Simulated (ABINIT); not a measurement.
Crystal: Ni.

```xyz
1
Lattice="0.0000 1.7376 1.7376 1.7376 0.0000 1.7376 1.7376 1.7376 0.0000" Properties=species:S:1:pos:R:3 pbc="T T T"
Ni    0.0000    0.0000    0.0000
```

Base run:

* Program: ABINIT 10.8.3 (patched build)
* Functional: PBEsol
* Potentials or basis: PseudoDojo NC SR PBEsol v0.4.1 standard
* Cutoff: 1225 eV
* k mesh: 14 × 14 × 14, with 4 shifts
* Occupations: gaussian, width 0.2 eV
* Spin: collinear spin, ferromagnetic start
* Starting moments: [1.0] μB

Its results: pressure -3.6 GPa; net moment 0.62 μB per cell; site moments Ni +0.66 μB.

Problem. The run is repeated on the same cell with these changes: k mesh from 14 × 14 × 14, with 4 shifts to 10 × 10 × 10; occupations from gaussian, width 0.2 eV to fermi-dirac, width 0.05 eV. What comes out?

Solution. Pressure -3.1 GPa; net moment 0.72 μB per cell; site moments Ni +0.76 μB.
